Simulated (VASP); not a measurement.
Here is a VASP 6.6.1 calculation.

INCAR

```
PREC = Accurate
ENCUT = 520
EDIFF = 1E-7
ISMEAR = 0
SIGMA = 0.05
LREAL = F
LASPH = T
NELM = 100
ALGO = Normal
ISIF = 2
LWAVE = F
LCHARG = F
GGA = PS
NBANDS = 11
```

File KPOINTS:

```
Automatic mesh
0
Gamma
  8 8 8
```

The input POSCAR:

```
MgS
1.0
    0.0000000000      2.8331200468      2.8331200468
    2.8331200468      0.0000000000      2.8331200468
    2.8331200468      2.8331200468      0.0000000000
Mg S
1 1
Direct
    0.0264725810     -0.0264725810     -0.0264725810
    0.7500000000      0.7500000000      0.7500000000
```

Potentials or basis: VASP PAW PBE potentials, release 64 (Mg, S).

The run is started by

```sh
$ cat potpaw_PBE.64/Mg/POTCAR potpaw_PBE.64/S/POTCAR > POTCAR
$ mpirun -np 1 vasp_std > vasp.out
```

Problem. Estimate the pressure.

Solution. 0.0 GPa.

Problem. Predict the largest force.

Solution. 0.814 eV/Å.

Problem. Predict the band gap on the k mesh.

Solution. 3.10 eV, direct.

Stress tensor (GPa, compression positive):
```
-0.50  0.00  0.00
 0.00  0.28  3.21
 0.00  3.21  0.28
```

Caveat: the PAW data sets were made with another functional, which shifts forces and pressure a little. A k mesh can miss the band edges.
